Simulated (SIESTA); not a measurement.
The system is Pb.

```
Pb
1.0
     0.01933    2.46287    2.45281
     2.50286   -0.00675    2.47889
     2.48132    2.46742    0.01479
Pb
1
Cartesian
  0.0000 0.0000 0.0000
```

Base run:

* Program: SIESTA 5.4.2
* Functional: vdW-DF2
* Potentials or basis: PseudoDojo 0.4 standard (PBE files)
* Basis: DZP (energy shift 0.003 Ry; two zetas on semicore shells)
* Grid cutoff: 500 Ry
* Energy shift: 0.003 Ry
* k mesh: 9 × 9 × 9
* Occupations: fermi-dirac, width 0.05 eV
* Spin: no spin polarisation

Its results: band gap on the k mesh none (metal or under the smearing width); pressure 8.9 GPa.

Question: After a change of settings the same cell gave: band gap on the k mesh none (metal or under the smearing width); pressure 3.1 GPa. Which change was it?
A. functional from vdW-DF2 to vdW-DF-C09
B. functional from vdW-DF2 to VV10
C. functional from vdW-DF2 to optB88-vdW
D. functional from vdW-DF2 to vdW-DF-cx

Answer: C.

Caveats: the potentials were made for another functional, which shifts forces and pressure; the basis of atomic orbitals isn't converged, which shifts pressures, moduli and gaps.
